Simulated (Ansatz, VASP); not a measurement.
## One calculation of BN, two programs

INCAR

```
SYSTEM = BN
PREC = Accurate ; ENCUT = 520
EDIFF = 1E-6 ; ISMEAR = 0
SIGMA = 0.05 ; LREAL = .False.
LASPH = .True. ; NELM = 80
ALGO = Normal ; ISIF = 2
LWAVE = .False. ; LCHARG = .False.
GGA = PE ; NBANDS = 16
```

File KPOINTS:

```
regular mesh
0
Gamma
  6 6 6
  0 0 0
```

POSCAR

```
BN
1.0
    0.0000000000     -1.8123937734     -1.8123937734
   -1.8123937734      0.0000000000     -1.8123937734
    1.8123937734      1.8123937734     -3.6247875468
B N
2 2
Direct
    0.0073108643     -0.0022703397      0.0000000000
    0.4926891357      0.5022703397      0.5000000000
    0.3824816849      0.3726766131      0.8750000000
    0.8675183151      0.8773233869      0.3750000000
```

Input for Ansatz:

```yaml
crystal:
  lattice:
    - [0.0, -1.8123937734, -1.8123937734]
    - [-1.8123937734, 0.0, -1.8123937734]
    - [1.8123937734, 1.8123937734, -3.6247875468]
  atoms:
    - { symbol: B, position: [0.0073108643, -0.0022703397, 0.0] }
    - { symbol: B, position: [0.4926891357, 0.5022703397, 0.5] }
    - { symbol: "N", position: [0.3824816849, 0.3726766131, 0.875] }
    - { symbol: "N", position: [0.8675183151, 0.8773233869, 0.375] }
basis:
  ecutwfc: 520.0
kpoints:
  mp_grid: { grid: [6, 6, 6] }
hamiltonian:
  xc: pbe
scf:
  occupations: { method: gaussian, width: 0.05 }
output:
  forces: true
  stress: true
  eigenvalues: true
```

Change from the starting cell: mode 4 frozen in at +0.000 Å and mode 5 at -0.017 Å (largest displacements).

Alike in both runs: task single point; functional PBE; k mesh 6 × 6 × 6; occupations gaussian, width 0.05 eV; no spin polarisation.

```csv
,VASP,Ansatz
version,VASP 6.6.1,Ansatz 0.2.0
potentials or method,"VASP PAW PBE potentials, release 64 (B, N)","scalar-relativistic, plane waves, PAW"
plane-wave cutoff (eV),520,520
valence electrons in the cell,16,16
```

VASP gave:

- gap on the k mesh at the Fermi level (eV): 4.44
- least direct gap on the mesh (eV): 6.37
- pressure (GPa): 0.2
- largest component of the traceless stress (GPa): 0.06
- rms of the force components (eV/Å): 0.104

Problem. Estimate Ansatz's values.

Solution. gap on the k mesh at the Fermi level (eV): 4.45; least direct gap on the mesh (eV): 6.38; pressure (GPa): 0.0; largest component of the traceless stress (GPa): 0.06; rms of the force components (eV/Å): 0.104.

Atom by atom the forces differ by 0.000 eV/Å (rms over components). The functional is the same, so the differences come from potentials, cutoffs and numerics.

Caveats: the k mesh is coarse (spacing up to 0.48 Å⁻¹), so the values aren't converged. A k mesh can miss the band edges.
